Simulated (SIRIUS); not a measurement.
Ti:

```
Ti
1.0
    -1.64100    1.64100    1.64100
     1.64100   -1.64100    1.64100
     1.64100    1.64100   -1.64100
Ti
1
Cartesian
  0.0000 0.0000 0.0000
```

This isn't the form of Ti at room conditions, which is hcp.

- Program: SIRIUS 7.12.0
- Task: single point
- Functional: PBE
- Potentials or basis: all-electron FP-LAPW
- Cutoff: 183 eV
- Basis: apw+lo standard
- k mesh: 11 × 11 × 11
- Occupations: fermi-dirac, width 0.05 eV
- Spin: no spin polarisation

On this cell: band gap on the k mesh none (metal or under the smearing width).

The same run follows on a disturbed copy (cell strained at random):

```xyz
1
Lattice="-1.6651 1.6614 1.5991 1.6804 -1.7051 1.6580 1.6045 1.6445 -1.6428" Properties=species:S:1:pos:R:3 pbc="T T T"
Ti    0.0349   -0.0129   -0.0109
```

Q: What does the disturbed cell give?

A: The energy (extrapolated to zero smearing) moves by +2.6 meV/atom; band gap on the k mesh none (metal or under the smearing width).
